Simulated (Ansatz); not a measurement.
Runs of Ansatz 0.2.0 on AlCu. It takes space group F-43m (No. 216, cubic). Conventional cell: a = 4.514 Å, b = 4.514 Å, c = 4.514 Å, α = 90.00°, β = 90.00°, γ = 90.00°. Al (site symmetry -43m) has 4 Cu at 1.95 Å as nearest neighbours. Cu (site symmetry -43m) has 4 Al at 1.95 Å as nearest neighbours. The cell was built by a generator and needn't be a form met in nature.

| task | level | cell | points for each segment of the path | gap on the mesh (eV) | pressure (GPa) | relaxed volume (Å³/atom) |
| --- | --- | --- | --- | --- | --- | --- |
| band structure | HSE06 | as given | 4 | none | 111.0 | - |
| relaxation of cell and atoms | PBE0 | relaxed | - | none | 0.0 | 21.33 |
| relaxation of cell and atoms | B3LYP | relaxed | - | none | 0.0 | 22.27 |
| single point | PBEsol0 | as given | - | none | 106.4 | - |
| single point | B3LYP | as given | - | none | 116.0 | - |
| single point | PBE0 | as given | - | none | 110.8 | - |
| relaxation of cell and atoms | HSE06 | relaxed | - | none | 0.0 | (a) |
| relaxation of cell and atoms | PBEsol0 | relaxed | - | none | 0.0 | 20.66 |

Alike in all rows: potentials or basis Ansatz PAW; no spin polarisation; k mesh 5 × 5 × 5; cutoff (eV) 420; smearing fermi-dirac 0.05 eV; the mesh is coarse, so values aren't converged.

**Question.** Estimate the missing entries.

**Answer.** (a) 21.39.

Caveats: all runs use coarse meshes; the PAW data sets come from PBE, with cores solved anew for the run's functional, which leaves a small shift of forces and pressure; a pressure of tens of GPa on the cell as given is suspect, and the run, the potentials or the cell itself is likely at fault (some runs); the thresholds are loose for stress (some runs); the volume moved by over 15 % at a fixed basis, so the end points are rough (some runs); the plane-wave basis is chosen anew once the cell has moved, so the energies of steps on either side of that aren't comparable (some runs).

A gap of «none» marks a metal or a gap under the smearing width.
